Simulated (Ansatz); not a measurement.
CoO:

```xyz
2
Lattice="1.5055 0.8692 2.4399 -1.5055 0.8692 2.4399 0.0000 -1.7384 2.4399" Properties=species:S:1:pos:R:3 pbc="T T T"
Co    0.0000    0.0000    0.0000
O     0.0000    0.0000    3.6599
```

The cell is a database's computed one.

Base run:

```yaml
Program: Ansatz 0.2.0
Functional: PBEsol
Potentials_or_basis: all-electron LAPW, scalar-relativistic
Cutoff: 362 eV (chosen from the basis error)
Basis_error_allowed: 0.001 eV/atom
k_mesh: 11 × 11 × 11
Occupations: fermi-dirac, width 0.05 eV
Spin: collinear spin, ferromagnetic start
Starting_moments: "[2.0, 0.0] μB"
```

Its results: pressure -9.2 GPa; net moment 2.94 μB per cell; site moments Co +2.58; O +0.33 μB.

**Question.** After a change of settings the same cell gave: pressure -8.3 GPa; net moment 2.91 μB per cell; site moments Co +2.55; O +0.34 μB. Which change was it?
A. potentials or basis from all-electron LAPW, scalar-relativistic to all-electron LAPW, non-relativistic
B. potentials or basis from all-electron LAPW, scalar-relativistic to all-electron PAW datasets made for the crystal
C. potentials or basis from all-electron LAPW, scalar-relativistic to all-electron LAPW, inner shells corrected to Dirac's equation

**Answer.** A.

Caveats: a cell with one magnetic atom can't hold antiferromagnetic order, which such compounds often take.

The runs don't all hold the same shells in valence.
